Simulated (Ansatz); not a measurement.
The polar optical mode of BN at 7 GPa, worked through

The calculation used DFT PBE, scalar-relativistic, plane waves, PAW (Ansatz). Cutoff 420 eV, 12×12×12 k-points (Γ-centred), fixed occupations. No spin polarisation. Phonons by linear response, acoustic sum rule imposed.

The cell, relaxed at 7 GPa:
```cif
data_structure
_symmetry_space_group_name_H-M 'P 1'
_symmetry_Int_Tables_number 1
_cell_length_a 2.5475
_cell_length_b 2.5475
_cell_length_c 2.5475
_cell_angle_alpha 60.000
_cell_angle_beta 60.000
_cell_angle_gamma 60.000
_cell_volume 11.69
loop_
_atom_site_label
_atom_site_type_symbol
_atom_site_fract_x
_atom_site_fract_y
_atom_site_fract_z
_atom_site_occupancy
B1 B 0.00000 0.00000 0.00000 1
N1 N 0.75000 0.75000 0.75000 1
```

Linear response gives ν_TO = 1049.9 cm⁻¹, Born charges ±1.906 e (positive on B) and ε∞ = 4.596. The primitive cell holds 11.691 Å³, and the masses are 10.810 and 14.007 amu.

Question: Find ν_LO and the static dielectric constant.

Answer: The long-wave field adds a restoring force: ω_LO² − ω_TO² = Z*²e²/(ε_vac ε∞ μV). In these units ν_LO² − ν_TO² = 4.92064×10⁷ Z*²/(μ V ε∞) cm⁻², with μ = m₁m₂/(m₁ + m₂) = 6.101 amu: 545137 cm⁻². So ν_LO = √(1049.9² + 545137) = 1283.5 cm⁻¹, and the run gives 1283.5. Lyddane–Sachs–Teller then gives ε0 = ε∞ (ν_LO/ν_TO)² = 6.87, against 6.87 in the run (it forms both from the same three quantities, so the match checks the arithmetic only). Between ν_TO and ν_LO the dielectric function is negative and an undamped crystal reflects fully: a reststrahlen band from 7.8 to 9.5 μm.

Question: What do the Clausius–Mossotti polarisability and the Szigeti charge come to?

Answer: With the Lorentz local field, α = (3V/4π)(ε∞ − 1)/(ε∞ + 2) = 1.52 Å³ for the pair, and e_S = 3Z*/(ε∞ + 2) = 0.87 e. The Born charge includes the electrons' response to the dipole's own local field, and e_S takes that enhancement out. The Lorentz field assumes point-like polarisable ions, a poor picture once ε∞ is this large, since the electron clouds then overlap or are shared, so both numbers are formal here.

Question: How strongly does a slow electron couple to the LO mode?

Answer: For one isotropic parabolic band, Fröhlich's constant is α_F = (1/ε∞ − 1/ε0) √(m* Ry/ħω_LO), with Ry = 13.606 eV, ħω_LO = 159.1 meV and m* in free-electron masses: α_F = 0.0720 × 9.25 × √m* = 0.67 √m*. The band mass isn't part of this run; for m* = 0.1, 0.3 and 1 it gives 0.21, 0.36, 0.67. In weak coupling the polaron lies α_F ħω_LO below the band edge (58 meV at m* = 0.3) with a mass m*(1 + α_F/6); past α_F of about 5 or 6 that expansion fails. A semilocal functional's ε∞ tends to be too large, which taken alone lowers α_F.

Cost: 1 run of about 0.21 core-minutes, on Intel Xeon Platinum 8259CL (Skylake/Cascade Lake) (shared hosts).

The large LO–TO splitting, from 1049.9 to 1283.5 cm⁻¹, reflects a sizeable dynamical charge acting on light atoms in a small cell, with only moderate electronic screening. The high TO frequency itself comes from the stiff, short sp³ bonds of zinc-blende BN and the low reduced mass. It is nevertheless somewhat low for the compressed crystal, probably because PBE tends to underbind and so softens the bonds. The Born charge of 1.906 e measures how polarisation changes as the sublattices move, including charge transfer along the bonds, so it is not a static ionic charge; the bonding is polar covalent.

The same stiffness limits the lattice contribution to screening, which is why ε0 exceeds ε∞ only moderately and the Fröhlich coupling stays below the strong-coupling range for the masses considered. Carrying these estimates over to real carriers would require the anisotropy of the conduction valleys near X and the degeneracy of the valence-band top, neither of which a single isotropic band describes.
